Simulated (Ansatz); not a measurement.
Random displacements in AlN

The calculation used Ansatz, DFT r2SCAN, scalar-relativistic, plane waves, PAW. Settings: plane waves to 500 eV, k-mesh 12×12×6 (Γ-centred), Gaussian smearing 0.05 eV. No spin polarisation. Energies are free energies at this smearing, counted from the undisturbed cell; pressure is positive in compression.

Reference structure (as given, not relaxed at this level):

```
Al N
1.0
     3.11100    0.00000    0.00000
    -1.55550    2.69421    0.00000
     0.00000    0.00000    4.97800
Al N
2 2
Direct
  0.33333 0.66667 0.00000
  0.66667 0.33333 0.50000
  0.33333 0.66667 0.38500
  0.66667 0.33333 0.88500
```

The atoms are displaced (Å, in the unstrained cell):

| atom | ux | uy | uz |
| --- | --- | --- | --- |
| Al1 | 0.100 | -0.007 | -0.071 |
| Al2 | 0.062 | 0.017 | 0.010 |
| N3 | -0.020 | -0.003 | 0.141 |
| N4 | -0.142 | -0.006 | -0.080 |

Strain (Voigt, engineering shear): (-0.0022, 0.0053, 0.0096, 0.0046, 0.0192, -0.0160).

What are the energy change, the stress and the forces?

ΔE = 234.2 meV/atom; stress (xx, yy, zz, yz, xz, xy; compression positive) (13.04, 3.82, -2.12, 1.90, -9.74, -2.54) GPa; gap on the mesh 4.26 eV.
```
atom Fx (eV/Å) Fy Fz
 Al1      -3.91   1.65   1.72
 Al2      -2.22  -0.84   0.03
  N3       2.15   0.82  -2.90
  N4       3.98  -1.63   1.15
```

Cost: 1 run of about 0.9 core-minutes, on Intel Xeon Platinum 8259CL (Skylake/Cascade Lake) (shared hosts).